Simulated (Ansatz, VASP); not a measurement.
**Two plane-wave programs on Be**

```
CELL_PARAMETERS angstrom
-1.77135 1.77135 1.94195
1.77135 -1.77135 1.94195
1.77135 1.77135 -1.94195
ATOMIC_POSITIONS crystal
Be 0.00000 0.00000 0.00000
Be 0.50000 0.00000 0.50000
Be 0.00000 0.50000 0.50000
```

Alike in both runs: task relaxation of cell and atoms; functional PBE; k mesh 6 × 6 × 6; occupations gaussian, width 0.1 eV; no spin polarisation.

|  | VASP | Ansatz |
| --- | --- | --- |
| version | VASP 6.6.1 | Ansatz 0.2.0 |
| potentials or method | VASP PAW PBE potentials, release 64 (Be) | scalar-relativistic, plane waves, PAW |
| plane-wave cutoff (eV) | 600 | 420 |
| valence electrons in the cell | 6 | 6 |

VASP gave:

* gap on the k mesh at the Fermi level, each at its own relaxed structure (eV): none
* relaxed volume (Å³/atom): 10.62
* relaxed cell length with the largest relative difference (Å): 3.459
* energy change over the relaxation (meV/atom): -281

Question: What did Ansatz give for the same quantities?

Answer: gap on the k mesh at the Fermi level, each at its own relaxed structure (eV): none; relaxed volume (Å³/atom): 10.61; relaxed cell length with the largest relative difference (Å): 3.458; energy change over the relaxation (meV/atom): -280.

A gap of «none» marks a metal or a gap that the smearing closes.

Caveats: the k mesh is coarse (spacing up to 0.42 Å⁻¹), so the values aren't converged; the volume moved by over 15 % at a fixed basis, so the end points are rough (VASP).
